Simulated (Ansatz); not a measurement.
Relaxing Ag

Computed with DFT PBE, scalar-relativistic, plane waves, PAW in Ansatz. Cutoff 420 eV, Γ-centred k mesh, Gaussian smearing, no spin polarisation in the final step.

The start is a random cell of Ag without symmetry, drawn with lower limits on the distances.

```
Ag
1.0
     4.35861    0.00000    0.00000
    -1.64085    4.04115    0.00000
    -1.60157    0.10521    3.41695
Ag
3
Direct
  0.99623 0.04665 0.93719
  0.82447 0.43384 0.06067
  0.23796 0.47963 0.58744
```

Cell and atoms relax at zero pressure; the relaxation can't lower the symmetry of the start. After a coarse first stage the cell is made exact in the group found at 0.06 Å.

Problem. Describe the relaxed structure.

Solution. It ends in Fm-3m (No. 225). The result has the fcc structure. Conventional cell: a = 4.148 Å. Ag has 12 Ag at 2.93 Å.

Space group Fm-3m (No. 225). a = 4.148 Å, b = 4.148 Å, c = 4.148 Å, α = 90.00°, β = 90.00°, γ = 90.00°
```csv
atom,site,symmetry,x,y,z
Ag,4a,m-3m,0.0000,0.0000,0.0000
```

Problem. What are its volume, density and gap?

Solution. The volume per atom is 17.84 Å³ and the density is 10.04 g/cm³. The gap on the 22×22×22 mesh is 0 eV (a metal).

The final run used a 22×22×22 mesh on its 1-atom cell and 0.10 eV smearing. A structure relaxed within its symmetry needn't be a true minimum.